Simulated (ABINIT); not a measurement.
# CdS (Greenockite) (P6_3mc) in ABINIT: notebook

One crystal, CdS (Greenockite), is run at these levels: PBEsol, LDA, PBE; tasks: single point, relaxation of cell and atoms.

All numbers are computed with ABINIT 10.8.3 (patched build); they aren't measurements. Logs are shortened: lines on timing, memory, paths and dates and some standing lists are left out, and cuts for length are marked. The log counts tension as positive stress, the text compression.

**What was measured.**

From “Isotope dependence of band-gap energy”, 2008, arxiv:0807.2152, for a bulk crystal of CdS: band gap 2.5809 ± 0.0002 eV.

The runs below are set against these values where they give the same quantity.

### 1 The structure

It takes space group P6_3mc (No. 186, hexagonal). Conventional cell: a = 4.150 Å, b = 4.150 Å, c = 6.737 Å, α = 90.00°, β = 90.00°, γ = 120.00°. Cd (site symmetry 3m) has 4 S at 2.53 to 2.54 Å as nearest neighbours. S (site symmetry 3m) is surrounded by 4 Cd at 2.53 to 2.54 Å.

### 2 Single point, PBEsol

run.abi reads:

```
pp_dirpath "./"
pseudos "Cd.upf, S.upf"

acell 7.8423634172 7.8423634172 12.7310849016
rprim
     1.0000000000     0.0000000000     0.0000000000
    -0.5000000000     0.8660254038     0.0000000000
     0.0000000000     0.0000000000     1.0000000000
ntypat 2
znucl 48 16
natom 4
typat 1 1 2 2
xred
     0.6666666667     0.3333333333     0.5000000000
     0.3333333333     0.6666666667     0.0000000000
     0.6666666667     0.3333333333     0.8750000000
     0.3333333333     0.6666666667     0.3750000000

ecut 47.0

kptopt 1
ngkpt 5 5 3
nshiftk 1
shiftk 0.0 0.0 0.0

ixc -116133

nband 32
occopt 3
tsmear 0.05 eV

nstep 100
tolvrs 1.0e-10

iomode 3
prtwf 0
prtden 0
prteig 0
prtebands 0
enunit 1
prtvol 2
```

Potentials or basis: PseudoDojo NC SR PBEsol v0.4.1 standard.

On the command line:

```sh
> abinit run.abi > log 2>&1
```

run.abo:

```text
.Version 10.8.3 of ABINIT
 Symmetries : space group P6_3 m c (#186); Bravais hP (primitive hexag.)
================================================================================
 Values of the parameters that define the memory need of the present run
     intxc =       0    ionmov =       0      iscf =       7    lmnmax =       6
     lnmax =       6     mgfft =      80  mpssoang =       3    mqgrid =    3929
     natom =       4  nloc_mem =       1    nspden =       1   nspinor =       1
    nsppol =       1      nsym =      12    n1xccc =    2501    ntypat =       2
    occopt =       3   xclevel =       2
       mpw =       10457          nfft =      200000          nkpt =          10
================================================================================
================================================================================

--------------------------------------------------------------------------------
------------- Echo of variables that govern the present computation ------------
--------------------------------------------------------------------------------
 -outvars: echo values of preprocessed input variables --------
            acell      7.8423634172E+00  7.8423634172E+00  1.2731084902E+01 Bohr
              amu      1.12411000E+02  3.20660000E+01
             ecut      4.70000000E+01 Hartree
           enunit           1
              ixc     -116133
         kptrlatt        5    0    0      0    5    0      0    0    3
          kptrlen      3.81932547E+01
            natom           4
            nband          32
            ngfft          50      50      80
             nkpt          10
            nstep         100
             nsym          12
           ntypat           2
           occopt           3
           prtden           0
        prtebands           0
           prteig           0
           prtvol           2
            prtwf           0
            rprim      1.0000000000E+00  0.0000000000E+00  0.0000000000E+00
                      -5.0000000000E-01  8.6602540380E-01  0.0000000000E+00
                       0.0000000000E+00  0.0000000000E+00  1.0000000000E+00
          spgroup         186
           tolvrs      1.00000000E-10
           tsmear      1.83746611E-03 Hartree
            typat      1  1  2  2
           xangst      2.0749999986E+00  1.1980018078E+00  3.3684999977E+00
                      -5.4679420442E-16  2.3960036156E+00  0.0000000000E+00
                       2.0749999986E+00  1.1980018078E+00  5.8948749960E+00
                      -5.4679420442E-16  2.3960036156E+00  2.5263749983E+00
            xcart      3.9211817086E+00  2.2638953150E+00  6.3655424508E+00
                      -1.0332912936E-15  4.5277906301E+00  0.0000000000E+00
                       3.9211817086E+00  2.2638953150E+00  1.1139699289E+01
                      -1.0332912936E-15  4.5277906301E+00  4.7741568381E+00
             xred      6.6666666667E-01  3.3333333333E-01  5.0000000000E-01
                       3.3333333333E-01  6.6666666667E-01  0.0000000000E+00
                       6.6666666667E-01  3.3333333333E-01  8.7500000000E-01
                       3.3333333333E-01  6.6666666667E-01  3.7500000000E-01
            znucl       48.00000   16.00000

================================================================================

 chkinp: Checking input parameters for consistency.

================================================================================
== DATASET  1 ==================================================================

--- !DatasetInfo
iteration_state: {dtset: 1, }
dimensions: {natom: 4, nkpt: 10, mband: 32, nsppol: 1, nspinor: 1, nspden: 1, mpw: 10457, }
cutoff_energies: {ecut:  47.0, pawecutdg:  -1.0, }
electrons: {nelect:   5.20000000E+01, charge:   0.00000000E+00, occopt:   3.00000000E+00, tsmear:   1.83746611E-03, }
meta: {optdriver: 0, ionmov: 0, optcell: 0, iscf: 7, paral_kgb: 0, }
...

 Real(R)+Recip(G) space primitive vectors, cartesian coordinates (Bohr,Bohr^-1):
 R(1)=  7.8423634  0.0000000  0.0000000  G(1)=  0.1275126  0.0736194  0.0000000
[... 147 lines left out ...]
 reduced coordinates (array xred) for    4 atoms
       0.666666666667      0.333333333333      0.500000000000
       0.333333333333      0.666666666667      0.000000000000
       0.666666666667      0.333333333333      0.875000000000
       0.333333333333      0.666666666667      0.375000000000
 rms dE/dt=  8.9267E-03; max dE/dt=  1.5462E-02; dE/dt below (all hartree)
    1       0.000000000000      0.000000000000      0.015462285000
    2       0.000000000000      0.000000000000      0.015462285000
    3      -0.000000000000      0.000000000000     -0.015460766342
    4       0.000000000000      0.000000000000     -0.015460766342

 cartesian coordinates (angstrom) at end:
    1      2.07499999859310     1.19800180777773     3.36849999771376
    2     -0.00000000000000     2.39600361555546     0.00000000000000
    3      2.07499999859310     1.19800180777773     5.89487499599908
    4     -0.00000000000000     2.39600361555546     2.52637499828532

 cartesian forces (hartree/bohr) at end:
    1     -0.00000000000000    -0.00000000000000    -0.00121447039200
    2     -0.00000000000000    -0.00000000000000    -0.00121447039200
    3      0.00000000000000     0.00000000000000     0.00121447039200
    4     -0.00000000000000    -0.00000000000000     0.00121447039200
 frms,max,avg= 7.0117481E-04 1.2144704E-03   0.000E+00  0.000E+00 -5.964E-08 h/b

 cartesian forces (eV/Angstrom) at end:
    1     -0.00000000000000    -0.00000000000000    -0.06245057848800
    2     -0.00000000000000    -0.00000000000000    -0.06245057848800
    3      0.00000000000000     0.00000000000000     0.06245057848800
    4     -0.00000000000000    -0.00000000000000     0.06245057848800
 frms,max,avg= 3.6055858E-02 6.2450578E-02   0.000E+00  0.000E+00 -3.067E-06 e/A
 length scales=  7.842363417200  7.842363417200 12.731084901600 bohr
              =  4.149999997186  4.149999997186  6.736999995428 angstroms
 Fermi (or HOMO) energy (eV) =   4.68281   Average Vxc (eV)=  -9.52980
 Eigenvalues (   eV  ) for nkpt=  10  k points:
 kpt#   1, nband= 32, wtk=  0.01333, kpt=  0.0000  0.0000  0.0000 (reduced coord)
 -97.08867  -97.08862  -58.18593  -58.18591  -58.18591  -58.18576  -58.18576  -58.18528
  -8.17175   -7.73244   -3.53885   -3.51596   -3.51596   -3.42989   -3.42989   -3.11275
  -3.11275   -3.02163   -3.02163   -2.68688   -0.26923    3.36465    3.36465    4.08776
   4.13270    4.13270    5.18671    6.79541   10.48716   10.48716   10.81191   11.59629
 kpt#   2, nband= 32, wtk=  0.08000, kpt=  0.2000  0.0000  0.0000 (reduced coord)
 -97.08868  -97.08865  -58.18607  -58.18597  -58.18597  -58.18586  -58.18583  -58.18531
  -8.03933   -7.67790   -3.49264   -3.46811   -3.42037   -3.36258   -3.35683   -3.14061
  -3.10699   -3.06747   -3.01030   -2.60072   -0.01581    2.09604    2.60748    2.93850
   3.79262    3.87733    6.62859    7.85971    9.62230   10.65358   10.94118   11.45761
 kpt#   3, nband= 32, wtk=  0.08000, kpt=  0.4000  0.0000  0.0000 (reduced coord)
 -97.08868  -97.08868  -58.18633  -58.18624  -58.18605  -58.18590  -58.18573  -58.18545
  -7.79871   -7.61328   -3.43843   -3.41649   -3.27281   -3.24036   -3.19809   -3.15262
  -3.05474   -2.98850   -2.92562   -2.50781    0.08810    0.86147    1.41974    2.34993
   3.03112    3.46483    7.63998    7.94051    9.22836   10.27732   11.04605   11.99335
 kpt#   4, nband= 32, wtk=  0.08000, kpt=  0.2000  0.2000  0.0000 (reduced coord)
 -97.08869  -97.08869  -58.18622  -58.18620  -58.18605  -58.18594  -58.18576  -58.18542
[... 18 lines left out ...]
 kpt#   8, nband= 32, wtk=  0.16000, kpt=  0.4000  0.0000  0.3333 (reduced coord)
 -97.08868  -97.08867  -58.18633  -58.18628  -58.18601  -58.18594  -58.18562  -58.18549
  -7.74494   -7.65171   -3.43198   -3.37085   -3.35118   -3.28128   -3.18803   -3.13633
  -3.04425   -3.01270   -2.85503   -2.65431    0.08095    0.50282    2.18557    2.60684
   3.11613    3.15971    7.29822    7.95039    9.38200    9.68687   11.60106   11.64956
 kpt#   9, nband= 32, wtk=  0.16000, kpt=  0.2000  0.2000  0.3333 (reduced coord)
 -97.08866  -97.08865  -58.18621  -58.18619  -58.18601  -58.18596  -58.18563  -58.18546
  -7.78599   -7.67106   -3.40828   -3.40253   -3.33565   -3.31417   -3.19579   -3.17093
  -3.06167   -3.05702   -2.93004   -2.69536    0.40679    0.93336    2.25911    2.28854
   2.88241    3.26149    7.86780    8.65438    9.53538    9.70034   10.79352   10.84782
 kpt#  10, nband= 32, wtk=  0.16000, kpt=  0.4000  0.2000  0.3333 (reduced coord)
 -97.08867  -97.08867  -58.18631  -58.18629  -58.18611  -58.18604  -58.18557  -58.18550
  -7.67332   -7.63068   -3.39384   -3.36846   -3.32554   -3.26430   -3.15208   -3.11878
  -3.06514   -3.04942   -2.62287   -2.55475    0.03133    0.25082    1.68621    2.37517
   2.60203    3.02279    8.03447    8.64512    9.73907    9.74507   10.48920   11.37658
 Total charge density [el/Bohr^3]
)     Maximum=    2.5691E+00  at reduced coord.    0.3800    0.7600    0.9875
)Next maximum=    2.5691E+00  at reduced coord.    0.3800    0.6200    0.9875
)     Minimum=    1.1739E-03  at reduced coord.    0.0000    0.0000    0.1875
)Next minimum=    1.1739E-03  at reduced coord.    0.0000    0.0000    0.6875
   Integrated=    5.2000E+01

--- !EnergyTerms
iteration_state     : {dtset: 1, }
comment             : Components of total free energy in Hartree
kinetic             :  1.30551000599787E+02
hartree             :  1.30874196796814E+02
xc                  : -5.44136995560807E+01
Ewald energy        : -1.97799265971564E+02
psp_core            :  4.90567956005412E+00
local_psp           : -3.97752941078698E+02
non_local_psp       :  1.10937554999642E+01
internal            : -3.72541274149724E+02
'-kT*entropy'       : -4.82118857576059E-08
total_energy        : -3.72541274197936E+02
total_energy_eV     : -1.01373645047700E+04
band_energy         : -4.24754771472972E+01
...

 Cartesian components of stress tensor (hartree/bohr^3)
  sigma(1 1)=  4.88187895E-05  sigma(3 2)=  0.00000000E+00
  sigma(2 2)=  4.88187893E-05  sigma(3 1)=  0.00000000E+00
  sigma(3 3)=  3.11529547E-05  sigma(2 1)=  0.00000000E+00

-Cartesian components of stress tensor (GPa)         [Pressure= -1.2630E+00 GPa]
- sigma(1 1)=  1.43629838E+00  sigma(3 2)=  0.00000000E+00
- sigma(2 2)=  1.43629837E+00  sigma(3 1)=  0.00000000E+00
- sigma(3 3)=  9.16551572E-01  sigma(2 1)=  0.00000000E+00

== END DATASET(S) ==============================================================
================================================================================

 -outvars: echo values of variables after computation  --------
            acell      7.8423634172E+00  7.8423634172E+00  1.2731084902E+01 Bohr
           etotal     -3.7254127420E+02
            fcart     -0.0000000000E+00 -0.0000000000E+00 -1.2144703920E-03
                      -0.0000000000E+00 -0.0000000000E+00 -1.2144703920E-03
                       2.7467691357E-28  1.5858478999E-28  1.2144703920E-03
                      -2.7467691357E-28 -1.5858478999E-28  1.2144703920E-03
            rprim      1.0000000000E+00  0.0000000000E+00  0.0000000000E+00
                      -5.0000000000E-01  8.6602540380E-01  0.0000000000E+00
                       0.0000000000E+00  0.0000000000E+00  1.0000000000E+00
           strten      4.8818789543E-05  4.8818789281E-05  3.1152954723E-05
                       0.0000000000E+00  0.0000000000E+00  0.0000000000E+00
           xangst      2.0749999986E+00  1.1980018078E+00  3.3684999977E+00
                      -5.4679420442E-16  2.3960036156E+00  0.0000000000E+00
                       2.0749999986E+00  1.1980018078E+00  5.8948749960E+00
                      -5.4679420442E-16  2.3960036156E+00  2.5263749983E+00
             xred      6.6666666667E-01  3.3333333333E-01  5.0000000000E-01
                       3.3333333333E-01  6.6666666667E-01  0.0000000000E+00
                       6.6666666667E-01  3.3333333333E-01  8.7500000000E-01
                       3.3333333333E-01  6.6666666667E-01  3.7500000000E-01
 Calculation completed.
```

Run time: 3.2 min. Hardware: 1 thread of Arm Neoverse V1, shared host; peak memory 0.16 GiB.

Results:

```yaml
Free_energy: -10137.3645 eV
Pressure: -1.3 GPa
Largest_force: 0.062 eV/Å
Band_gap_on_the_k_mesh: 1.05 eV, direct
Valence_electrons_inside_the_program's_atomic_spheres: Cd 17.16; S 3.89
```

Forces on the atoms (eV/Å):
```
Cd   0.000  0.000 -0.062
Cd   0.000  0.000 -0.062
S    0.000  0.000  0.062
S    0.000  0.000  0.062
```

Levels at points of the mesh, in eV from the valence-band top:
```
           k point  band 22  band 23  band 24  band 25  band 26  band 27  band 28  band 29  band 30  band 31
(0.00, 0.00, 0.00)    -0.77    -0.77    -0.04     0.00     0.00     1.05     2.66     6.35     6.35     6.68
```

### 3 Single point, LDA

run.abi reads:

```
# Pseudopotentials
pp_dirpath "./"
pseudos "Cd.upf, S.upf"

# Structure
acell 3*1.0 Angstrom
rprim
     4.1500000000     0.0000000000     0.0000000000
    -2.0750000000     3.5940054257     0.0000000000
     0.0000000000     0.0000000000     6.7370000000
ntypat 2
znucl 48 16
natom 4
typat 1 1 2 2
xred
     0.6666666667     0.3333333333     0.5000000000
     0.3333333333     0.6666666667     0.0000000000
     0.6666666667     0.3333333333     0.8750000000
     0.3333333333     0.6666666667     0.3750000000

# Plane-wave basis
ecut 47.0

# k points
kptopt 1
ngkpt 5 5 3
nshiftk 1
shiftk 0.0 0.0 0.0

# Exchange and correlation
ixc 7

# Bands and occupations
nband 32
occopt 3
tsmear 0.00183747

# SCF cycle
nstep 100
tolvrs 1.0e-10

# Output
iomode 3
prtwf 0
prtden 0
prteig 0
prtebands 0
enunit 1
```

Potentials or basis: PseudoDojo NC SR LDA v0.4.1 standard.

On the command line:

```sh
> abinit run.abi > log 2>&1
```

Wall time 5.3 min (1 thread of AMD EPYC 7R43 (Zen 3), shared host); peak memory 0.14 GiB.

It converged, with:

```yaml
Free_energy: -10143.7626 eV
Largest_force: 0.058 eV/Å
Band_gap_on_the_k_mesh: 0.91 eV, direct
Valence_electrons_inside_the_program's_atomic_spheres: Cd 17.16; S 3.88
```

Forces in eV/Å, atoms in the order of the input:
```
Cd   0.000  0.000 -0.058
Cd   0.000  0.000 -0.058
S    0.000  0.000  0.058
S    0.000  0.000  0.058
```

Levels at points of the mesh, in eV from the valence-band top:
| k point | band 24 | band 25 | band 26 | band 27 | band 28 | band 29 |
| --- | --- | --- | --- | --- | --- | --- |
| (0.00, 0.00, 0.00) | -0.05 | 0.00 | 0.00 | 0.91 | 2.54 | 6.26 |

Caveat: the cutoff is too short for stress, so the log's stress isn't used.

### 4 Relaxation of cell and atoms, PBE

run.abi reads:

```
pp_dirpath "./"
pseudos "Cd.upf, S.upf"

acell 4.15 4.15 6.737 Angstrom
rprim
     1.0000000000     0.0000000000     0.0000000000
    -0.5000000000     0.8660254038     0.0000000000
     0.0000000000     0.0000000000     1.0000000000
ntypat 2
znucl 48 16
natom 4
typat 1 1 2 2
chkprim 0
chksymtnons 0
tolsym 1.0e-6
xred
            2/3            1/3            1/2
            1/3            2/3            0.0
            2/3            1/3            7/8
            1/3            2/3            3/8

ecut 1278.935154 eV
ecutsm 0.5

kptopt 1
ngkpt 5 5 3
nshiftk 1
shiftk 0.0 0.0 0.0

ixc 11

nband 32
occopt 3
tsmear 0.00183747

nstep 80
tolvrs 1.0e-12

iomode 3
prteig 0
prtebands 0
prtwf 0
prtden 0

ionmov 22
optcell 2
ntime 50
tolmxf 2.0e-5
dilatmx 1.08
```

Potentials or basis: PseudoDojo NC SR PBE v0.4.1 standard.

On the command line:

```sh
> abinit run.abi > log 2>&1
```

It took 23 min on 1 thread of Intel Xeon 6975P-C (Granite Rapids), shared host; peak memory 0.2 GiB.

It converged, with:

| Quantity | Value |
| --- | --- |
| Free energy | -10145.4026 eV |
| Band gap on the k mesh | 1.11 eV, direct |

Caveat: the cutoff is too short for stress, so the log's stress isn't used; an odd mesh through Γ misses points on the zone boundary, where band edges often lie. Expect the measured gap to be larger: semilocal functionals such as PBE lack the derivative discontinuity.

(Part 1 of 2 ends here.)
